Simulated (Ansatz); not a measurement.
**ZrS2 (CdI2 type): zero-pressure volume and bulk modulus with PBEsol + D3(BJ)**

One table from this session's results is given with a row withheld; the runs are named, their logs left out.

Program: Ansatz 0.2.0. Level of theory: DFT PBEsol + D3(BJ), scalar-relativistic, plane waves, PAW. These are calculated values, not measurements.

1 further run of the same task is left out (set aside as unsound or not needed). Runs told in other sessions of the task aren't counted.

### Starting point

Symmetry: P-3m1, No. 164, trigonal system. Conventional cell: a = 3.644 Å, b = 3.644 Å, c = 5.806 Å, α = 90.00°, β = 90.00°, γ = 120.00°. Zr (site symmetry -3m) is surrounded by 6 S at 2.56 Å. S (site symmetry 3m) has 3 Zr at 2.56 Å in its first shell of neighbours.

As a file:

```cif
data_structure
_symmetry_space_group_name_H-M 'P 1'
_symmetry_Int_Tables_number 1
_cell_length_a 3.6437
_cell_length_b 3.6437
_cell_length_c 5.8059
_cell_angle_alpha 90.000
_cell_angle_beta 90.000
_cell_angle_gamma 120.000
_cell_volume 66.76
loop_
_atom_site_label
_atom_site_type_symbol
_atom_site_fract_x
_atom_site_fract_y
_atom_site_fract_z
_atom_site_occupancy
Zr1 Zr 0.00000 0.00000 0.00000 1
S1 S 0.33333 0.66667 0.25101 1
S2 S 0.66667 0.33333 0.74899 1
```

An earlier run on this cell at PBE gave 2.32 GPa at 22.252 Å³/atom (8×8×4 mesh), mesh gap 0.77 eV.

Set-up of the first run:

The input, input.yaml:

```yaml
crystal:
  lattice:
    - [3.643748191, 0.0, 0.0]
    - [-1.8218740955, 3.1555784984, 0.0]
    - [0.0, 0.0, 5.8059423572]
  atoms:
    - { symbol: Zr, position: [0.0, 0.0, 0.0] }
    - { symbol: S, position: [0.3333333333, 0.6666666667, 0.2510079396] }
    - { symbol: S, position: [0.6666666667, 0.3333333333, 0.7489920604] }
basis:
  ecutwfc: 420
  ecutrho_ratio: 4
kpoints:
  mp_grid: { grid: [8, 8, 4] }
hamiltonian:
  xc: pbesol
  dispersion: d3bj
scf:
  occupations: { method: gaussian, width: 0.05 }
output:
  forces: true
  stress: true
  eigenvalues: true
relax:
  f_tol: 0.02
  max_steps: 40
  cell: { stress_tol: 0.2, fix: [volume] }
```

Command:

```
ansatz run input.yaml --threads 4 --pin off --max-ram 8192MiB --backend cpu --events-out ev --progress --plain --runs-dir out
```

Steps of the session up to this table: At the given cell; Stepping to 21.889 Å³/atom; Stepping to 19.762 Å³/atom; Stepping to 20.625 Å³/atom; Stepping to 20.439 Å³/atom; Stepping to 20.478 Å³/atom; Volume × 0.98 of the new zero; Volume × 1.02 of the new zero; Volume × 0.96 of the new zero; Volume × 1.04 of the new zero.

One table of the session follows, with a row left open; its other results are not shown here.

It belongs to the step «Energy and pressure against volume». 

| volume (Å³/atom) | energy (meV/atom) | pressure (GPa) |
| --- | --- | --- |
| 19.659 | 5.41 | 2.16 |
| 20.069 | 1.31 | 1.01 |
| 20.478 | 0.00 | 0.03 |
| 20.888 | ? | ? |
| 21.298 | 3.94 | -1.46 |

**Question.** Estimate the row for volume (Å³/atom) = 20.888.

Worked estimate for «energy (meV/atom)». A straight line through the neighbours (20.478, 0.00) and (21.298, 3.94) gives 0.00 + (3.94 − 0.00) × (20.888 − 20.478) / (21.298 − 20.478) = 1.97; a parabola fitted to 3 rows on both sides gives 0.87.

As computed: energy (meV/atom): 1.03; pressure (GPa): -0.84. In «energy (meV/atom)» the line misses by +0.94 and the parabola by -0.16.
